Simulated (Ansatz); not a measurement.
Crystal: Yb.

```xyz
1
Lattice="-2.1515 2.1515 2.1515 2.1515 -2.1515 2.1515 2.1515 2.1515 -2.1515" Properties=species:S:1:pos:R:3 pbc="T T T"
Yb    0.0000    0.0000    0.0000
```

This isn't the form of Yb at room conditions, which is fcc.

Base run:

```yaml
Program: Ansatz 0.2.0
Functional: PBEsol
Potentials_or_basis: Ansatz PAW
Cutoff: "420 eV (not typed: the program's choice for these potentials)"
k_mesh: 7 × 7 × 7
Occupations: fermi-dirac, width 0.05 eV
Spin: collinear spin, ferromagnetic start
Starting_moments: "[1.0] μB"
Fixed_moment: 1 μB
```

Its results: pressure -2.7 GPa; site moments Yb +0.58 μB.

Question: The run is repeated on the same cell with these changes: fixed moment from 1 μB to 0.2 μB; moments at the start from [1.0] to [0.2]. What comes out?

Answer: Pressure -3.3 GPa; site moments Yb +0.12 μB.

Caveats: the total moment is fixed, so each spin has its own Fermi level; the PAW data sets come from PBE, with cores solved anew for the run's functional, which leaves a small shift of forces and pressure; the thresholds are loose for stress.
